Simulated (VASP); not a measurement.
# Ba (Im-3m) in VASP: settings compared, part 2 of 2

VASP 6.6.1. Earlier steps stand in the parts before.

## (4) Equation of state, PBE+TS

run.py reads:

```python
from ase.calculators.vasp import Vasp
from ase.eos import EquationOfState
from ase.io import Trajectory
from ase.io import read
from ase.units import GPa

atoms = read('POSCAR')
calc = Vasp(
    directory='calc',
    xc='pbe',
    pp='PBE',
    setups='minimal',
    prec='Accurate',
    encut=200,
    ediff=1e-06,
    ismear=0,
    sigma=0.05,
    lreal=False,
    lasph=True,
    nelm=80,
    algo='Normal',
    isif=2,
    lwave=False,
    lcharg=False,
    ivdw=2,
    kpts=[8, 8, 8],
    gamma=True,
)
atoms.calc = calc
cell = atoms.cell.copy()
volumes, energies = [], []
traj = Trajectory('eos.traj', 'w')
for x in [0.94, 0.96, 0.98, 1.0, 1.02, 1.04, 1.06]:
    atoms.set_cell(cell * x ** (1 / 3), scale_atoms=True)
    volumes.append(atoms.get_volume())
    energies.append(atoms.get_potential_energy())
    traj.write(atoms)
    print(f'{x:5.2f} {volumes[-1]:12.5f} {energies[-1]:14.6f}')

v0, e0, B = EquationOfState(volumes, energies, eos='vinet').fit()
print(f'V0 = {v0:.4f} A^3, E0 = {e0:.6f} eV, B = {B / GPa:.2f} GPa')
```

POSCAR reads:

```
Ba
1.0
   -2.5065000000      2.5065000000      2.5065000000
    2.5065000000     -2.5065000000      2.5065000000
    2.5065000000      2.5065000000     -2.5065000000
Ba
1
Direct
    0.0000000000      0.0000000000      0.0000000000
```

Potentials or basis: VASP PAW PBE potentials, release 64 (Ba_sv).

On the command line:

```
python run.py
```

Log:

```text
0.94     59.20944      -3.164986
 0.96     60.46922      -3.169235
 0.98     61.72899      -3.171588
 1.00     62.98877      -3.172369
 1.02     64.24854      -3.171507
 1.04     65.50832      -3.169210
 1.06     66.76809      -3.165639
V0 = 62.9226 A^3, E0 = -3.172342 eV, B = 9.92 GPa
```

OUTCAR:

```text
ENCUT = 200.000000
   EDIFF = 1.00e-06
   GGA = PE
   PREC = Accurate
   ISIF = 2
   ISMEAR = 0
   NELM = 80
   IVDW = 2
   LASPH = .TRUE.
   LREAL = .FALSE.
  IVDW =   2

 ion  position               nearest neighbor table
   1  0.000  0.000  0.000-

  LATTYP: Found a body centered cubic cell.
 ALAT       =     5.1113190788

  Lattice vectors:

 A1 = (  -2.5556595394,   2.5556595394,   2.5556595394)
 A2 = (   2.5556595394,  -2.5556595394,   2.5556595394)
 A3 = (   2.5556595394,   2.5556595394,  -2.5556595394)

Analysis of symmetry for initial positions (statically):
=====================================================================
 Subroutine PRICEL returns:
 Original cell was already a primitive cell.

 Routine SETGRP: Setting up the symmetry group for a
 body centered cubic supercell.

 Subroutine GETGRP returns: Found 48 space group operations
 (whereof 48 operations were pure point group operations)
 out of a pool of 48 trial point group operations.

The static configuration has the point symmetry O_h .

Analysis of symmetry for dynamics (positions and initial velocities):
=====================================================================
[... 173 lines left out ...]
      6       3.2226      0.00000
      7       3.2226      0.00000
      8       3.2226      0.00000
      9       4.5465      0.00000
[... 265 lines left out ...]
 k-point    24 :      -0.3750    0.3750    0.2500
  band No.  band energies     occupation
      1     -27.4851      2.00000
      2     -12.7902      2.00000
      3     -12.6836      2.00000
      4     -12.6480      2.00000
      5       1.0787      2.00000
      6       1.7145      0.00000
      7       3.2519      0.00000
      8       3.4566      0.00000
      9       4.7933      0.00000

 [... further k-points ...]

------------------------ aborting loop because EDIFF is reached ----------------------------------------

  Hirshfeld charges:
            ion         q(e)
   ------------------------------
      1     Ba       0.00000000

  Tkatchenko/Scheffler method for vdW energy calculation

  Number of pair interactions contributing to vdW energy:    7798

  Edisp (eV):   -1.25356

  FORCE on cell =-STRESS in cart. coord.  units (eV):
  Direction    XX          YY          ZZ          XY          YZ          ZX
  --------------------------------------------------------------------------------------
  -------------------------------------------------------------------------------------
  Total      -0.25162    -0.25162    -0.25162    -0.00000     0.00000     0.00000
  in kB      -6.03780    -6.03780    -6.03780    -0.00000     0.00000     0.00000
  external pressure =       -6.04 kB  Pullay stress =        0.00 kB

 VOLUME and BASIS-vectors are now :
 -----------------------------------------------------------------------------
  energy-cutoff  :      200.00
  volume of cell :       66.77
      direct lattice vectors                 reciprocal lattice vectors
    -2.555659539  2.555659539  2.555659539     0.000000000  0.195644213  0.195644213
     2.555659539 -2.555659539  2.555659539     0.195644213  0.000000000  0.195644213
     2.555659539  2.555659539 -2.555659539     0.195644213  0.195644213  0.000000000

 POSITION                                       TOTAL-FORCE (eV/Angst)
 -----------------------------------------------------------------------------------
      0.00000      0.00000      0.00000        -0.000000     -0.000000      0.000000
 -----------------------------------------------------------------------------------
    total drift:                                0.000000     -0.000000     -0.000000

  FREE ENERGIE OF THE ION-ELECTRON SYSTEM (eV)
  ---------------------------------------------------
  free  energy   TOTEN  =        -3.1663315220 eV

  energy  without entropy=       -3.1649468111  energy(sigma->0) =       -3.16563917
```

INCAR:

```text
ENCUT = 200.000000
SIGMA = 0.050000
EDIFF = 1.00e-06
ALGO = Normal
GGA = PE
PREC = Accurate
ISIF = 2
ISMEAR = 0
NELM = 80
IVDW = 2
LASPH = .TRUE.
LCHARG = .FALSE.
LWAVE = .FALSE.
LREAL = .FALSE.
```

Run time: 68 s. Hardware: 1 thread of Intel Xeon Platinum 8488C (Sapphire Rapids), shared host; peak memory 0.12 GiB.

The run converged, but some of its settings lie outside the range that counts as converged (typed here: ENCUT = 200), so its numbers aren't taken as properties of the crystal.

What came out:

- Equilibrium volume: 62.92 Å³/atom
- Bulk modulus: 9.9 GPa
- Pressure derivative of the bulk modulus: 3.0

Caveat: the cutoff is under 1.25 times the usual one of these potentials, so pressure, stress and relaxed cells hold a basis-set (Pulay) error.

## (5) Band structure, r2SCAN+rVV10

This run uses another cell than the first one: it holds 2 atoms, not 1.

INCAR reads:

```
SYSTEM = Ba
  ALGO = Normal
  BPARAM = 11.95
  CPARAM = 0.0093
  EDIFF = 1E-6
  ENCUT = 520
  ISIF = 2
  ISMEAR = 0
  IVDW_NL = 2
  LASPH = .TRUE.
  LCHARG = .FALSE.
  LMIXTAU = .TRUE.
  LREAL = .FALSE.
  LUSE_VDW = .TRUE.
  LWAVE = .FALSE.
  METAGGA = R2SCAN
  NBANDS = 17
  NELM = 100
  PREC = Accurate
  SIGMA = 0.1
```

Ba.cif reads:

```cif
data_Ba
_cell_length_a 5.01300000
_cell_length_b 5.01300000
_cell_length_c 5.01300000
_cell_angle_alpha 90.00000000
_cell_angle_beta 90.00000000
_cell_angle_gamma 90.00000000
_space_group_name_H-M_alt 'Im-3m'
_space_group_name_Hall '-I 4 2 3'
_space_group_IT_number 229
loop_
_space_group_symop_operation_xyz
'x,y,z'
'-x,-y,-z'
'-y,x,z'
'y,-x,-z'
'-x,-y,z'
'x,y,-z'
'y,-x,z'
'-y,x,-z'
'x,-y,-z'
'-x,y,z'
'-y,-x,-z'
'y,x,z'
'-x,y,-z'
'x,-y,z'
'y,x,-z'
'-y,-x,z'
'z,x,y'
'-z,-x,-y'
'z,-y,x'
'-z,y,-x'
'z,-x,-y'
'-z,x,y'
'z,y,-x'
'-z,-y,x'
'-z,x,-y'
'z,-x,y'
'-z,-y,-x'
'z,y,x'
'-z,-x,y'
'z,x,-y'
'-z,y,x'
'z,-y,-x'
'y,z,x'
'-y,-z,-x'
'x,z,-y'
'-x,-z,y'
'-y,z,-x'
'y,-z,x'
'-x,z,y'
'x,-z,-y'
'-y,-z,x'
'y,z,-x'
'-x,-z,-y'
'x,z,y'
'y,-z,-x'
'-y,z,x'
'x,-z,y'
'-x,z,-y'
'x+1/2,y+1/2,z+1/2'
'-x+1/2,-y+1/2,-z+1/2'
'-y+1/2,x+1/2,z+1/2'
'y+1/2,-x+1/2,-z+1/2'
'-x+1/2,-y+1/2,z+1/2'
'x+1/2,y+1/2,-z+1/2'
'y+1/2,-x+1/2,z+1/2'
'-y+1/2,x+1/2,-z+1/2'
'x+1/2,-y+1/2,-z+1/2'
'-x+1/2,y+1/2,z+1/2'
'-y+1/2,-x+1/2,-z+1/2'
'y+1/2,x+1/2,z+1/2'
'-x+1/2,y+1/2,-z+1/2'
'x+1/2,-y+1/2,z+1/2'
'y+1/2,x+1/2,-z+1/2'
'-y+1/2,-x+1/2,z+1/2'
'z+1/2,x+1/2,y+1/2'
'-z+1/2,-x+1/2,-y+1/2'
'z+1/2,-y+1/2,x+1/2'
'-z+1/2,y+1/2,-x+1/2'
'z+1/2,-x+1/2,-y+1/2'
'-z+1/2,x+1/2,y+1/2'
'z+1/2,y+1/2,-x+1/2'
'-z+1/2,-y+1/2,x+1/2'
'-z+1/2,x+1/2,-y+1/2'
'z+1/2,-x+1/2,y+1/2'
'-z+1/2,-y+1/2,-x+1/2'
'z+1/2,y+1/2,x+1/2'
'-z+1/2,-x+1/2,y+1/2'
'z+1/2,x+1/2,-y+1/2'
'-z+1/2,y+1/2,x+1/2'
'z+1/2,-y+1/2,-x+1/2'
'y+1/2,z+1/2,x+1/2'
'-y+1/2,-z+1/2,-x+1/2'
'x+1/2,z+1/2,-y+1/2'
'-x+1/2,-z+1/2,y+1/2'
'-y+1/2,z+1/2,-x+1/2'
'y+1/2,-z+1/2,x+1/2'
'-x+1/2,z+1/2,y+1/2'
'x+1/2,-z+1/2,-y+1/2'
'-y+1/2,-z+1/2,x+1/2'
'y+1/2,z+1/2,-x+1/2'
'-x+1/2,-z+1/2,-y+1/2'
'x+1/2,z+1/2,y+1/2'
'y+1/2,-z+1/2,-x+1/2'
'-y+1/2,z+1/2,x+1/2'
'x+1/2,-z+1/2,y+1/2'
'-x+1/2,z+1/2,-y+1/2'
loop_
_atom_site_label
_atom_site_type_symbol
_atom_site_symmetry_multiplicity
_atom_site_Wyckoff_symbol
_atom_site_fract_x
_atom_site_fract_y
_atom_site_fract_z
_atom_site_occupancy
Ba1 Ba 2 a 0.0000000000 0.0000000000 0.0000000000 1
```

KPOINTS reads:

```
k-points
0
Monkhorst
  6 6 6
  0 0 0
```

POSCAR reads:

```
Ba
 1.0000000000000000
     5.0129999999999999    0.0000000000000000    0.0000000000000000
     0.0000000000000000    5.0129999999999999    0.0000000000000000
     0.0000000000000000    0.0000000000000000    5.0129999999999999
 Ba 
   2
Cartesian
  0.0000000000000000  0.0000000000000000  0.0000000000000000
  2.5065000000000000  2.5065000000000000  2.5065000000000000
```

KPOINTS_OPT reads:

```
path GXMGRX,MR
10
line-mode
reciprocal
 0.0000000000  0.0000000000  0.0000000000  G
 0.0000000000  0.5000000000  0.0000000000  X

 0.0000000000  0.5000000000  0.0000000000  X
 0.5000000000  0.5000000000  0.0000000000  M

 0.5000000000  0.5000000000  0.0000000000  M
 0.0000000000  0.0000000000  0.0000000000  G

 0.0000000000  0.0000000000  0.0000000000  G
 0.5000000000  0.5000000000  0.5000000000  R

 0.5000000000  0.5000000000  0.5000000000  R
 0.0000000000  0.5000000000  0.0000000000  X

 0.5000000000  0.5000000000  0.0000000000  M
 0.5000000000  0.5000000000  0.5000000000  R
```

On the command line:

```
ase convert -i cif -o vasp Ba.cif POSCAR
cat potpaw_PBE.64/Ba_sv/POTCAR > POTCAR
mpirun -np 1 vasp_std > vasp.out
```

Run time: 4.7 min. Hardware: 1 thread of AMD EPYC 9R45 (Zen 5), shared host; peak memory 0.45 GiB.

The run converged. Its results:

| Quantity | Value |
| --- | --- |
| Free energy | -52.4025 eV |
| Pressure | 0.0 GPa |
| Band gap along the path | none (metal or under the smearing width) |

Levels at the corners of the path, in eV from the Fermi level:
```
point  band 7  band 8  band 9  band 10  band 11  band 12  band 13  band 14
    Γ  -14.33  -14.33   -2.82    -0.55    -0.55     2.22     2.22     2.22
    X  -14.49  -14.49   -0.90    -0.90     0.86     0.86     2.18     2.18
    X  -14.49  -14.49   -0.90    -0.90     0.86     0.86     2.18     2.18
    M  -14.34  -14.34   -0.81    -0.81     0.96     0.96     1.28     1.28
    M  -14.34  -14.34   -0.81    -0.81     0.96     0.96     1.28     1.28
    Γ  -14.33  -14.33   -2.82    -0.55    -0.55     2.22     2.22     2.22
    Γ  -14.33  -14.33   -2.82    -0.55    -0.55     2.22     2.22     2.22
    R  -14.57  -14.57    0.64     0.64     0.64     0.64     0.64     0.64
    R  -14.57  -14.57    0.64     0.64     0.64     0.64     0.64     0.64
    X  -14.49  -14.49   -0.90    -0.90     0.86     0.86     2.18     2.18
    M  -14.34  -14.34   -0.81    -0.81     0.96     0.96     1.28     1.28
    R  -14.57  -14.57    0.64     0.64     0.64     0.64     0.64     0.64
```

Caveat: the PAW data sets were made with another functional, which shifts forces and pressure a little; spin-orbit coupling is left out, which moves the levels of the heavy elements; pairwise dispersion overbinds metals, which lowers pressure and volume.

## (6) For comparison

An earlier run on the cell as given: functional PBE; potentials or basis VASP PAW PBE potentials, release 64 (Ba_sv); cutoff 520 eV; k mesh 8 × 8 × 8; occupations fermi-dirac, width 0.05 eV; no spin polarisation.

- Pressure: 0.0 GPa
- Band gap on the k mesh: none (metal or under the smearing width)
